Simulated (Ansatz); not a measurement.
# Rh under changes of volume

One of the cells (13.671 Å³/atom); the others are scaled copies at fixed shape and fractional positions:

```
CELL_PARAMETERS angstrom
0.00000 1.89785 1.89785
1.89785 0.00000 1.89785
1.89785 1.89785 0.00000
ATOMIC_POSITIONS crystal
Rh 0.00000 0.00000 0.00000
```

| Property | Result |
| --- | --- |
| Program | Ansatz 0.2.0 |
| Functional | PBEsol |
| Potentials or basis | Ansatz PAW |
| Cutoff | 420 eV (not typed: the program's choice for these potentials) |
| k mesh | 12 × 12 × 12 |
| Occupations | fermi-dirac, width 0.05 eV |
| Spin | no spin polarisation |

| volume (Å³/atom) | energy over the lowest point (meV/atom) | pressure (GPa) |
| --- | --- | --- |
| 12.851 | ? | ? |
| 13.125 | 9.16 | 8.9 |
| 13.398 | 0.00 | 2.2 |
| 13.671 | 1.60 | -3.7 |
| 13.945 | 12.66 | -8.9 |
| 14.218 | 32.10 | -13.5 |
| 14.492 | 58.93 | -17.6 |

Problem. What does the run at 12.851 Å³/atom give?

Solution. Energy over the lowest point 30.44 meV/atom; pressure 16.4 GPa.

Worked out: A Birch-Murnaghan fit of order 3 (a polynomial in V^(-2/3)) to the other rows has its minimum at 13.49 Å³/atom with B0 = V·E''(V) = 298 GPa and B' = 5.2. It gives 30.60 meV/atom at 12.851 Å³/atom, against the run's 30.44, and -dE/dV = 16.4 GPa, against 16.4.

Energies are extrapolated to zero smearing.

Caveats: the PAW data sets come from PBE, with cores solved anew for the run's functional, which leaves a small shift of forces and pressure.
